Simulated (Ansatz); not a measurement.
HfC: frozen-core PAW against all-electron methods

```
Hf C
1.0
     0.00000    2.32500    2.32500
     2.32500    0.00000    2.32500
     2.32500    2.32500    0.00000
Hf C
1 1
Direct
  0.52483 0.52483 0.52483
  0.00000 0.00000 0.00000
```

Atom numbers follow the list: Hf1, C2.

The cell is COD entry 1539502, as deposited and not checked against the literature; nothing was relaxed. The listed cell was then made from it by scaling, straining or moving an atom.

No spin–orbit coupling, which matters for the heavy atoms here.

Methods: DFT, PBE, PAW with Ansatz's default frozen-core files, scalar-relativistic (Ansatz 0.2.0); DFT, PBE, all-electron LAPW, scalar-relativistic (Ansatz 0.2.0).

For PAW: a Γ-centred 15×15×15 k mesh, Fermi–Dirac smearing of 0.05 eV, cutoff 420 eV, no spin polarisation. LAPW targets a basis error of 1 meV/atom. The Ansatz runs share mesh, smearing and spin set-up. Plane-wave (PAW) pressures include the program's estimate of the Pulay term.

Stress and pressure are positive in compression.

The change that made this cell: atom 1 (Hf) moved by (0.1155, 0.1155, 0.1155) Å.

PAW results:

```csv
quantity,PAW
pressure (GPa),3.65
stress yz (GPa),-1.34
stress xz (GPa),-1.34
stress xy (GPa),-1.34
"force on Hf1, x (eV/Å)",-0.761
"force on C2, x (eV/Å)",0.761
```

Task: What does LAPW (all electrons) give for the same quantities?

Result: 
```json
{"quantity": "pressure (GPa)", "LAPW": "3.70"}
{"quantity": "stress yz (GPa)", "LAPW": "-1.34"}
{"quantity": "stress xz (GPa)", "LAPW": "-1.34"}
{"quantity": "stress xy (GPa)", "LAPW": "-1.34"}
{"quantity": "force on Hf1, x (eV/Å)", "LAPW": "-0.760"}
{"quantity": "force on C2, x (eV/Å)", "LAPW": "0.760"}
```
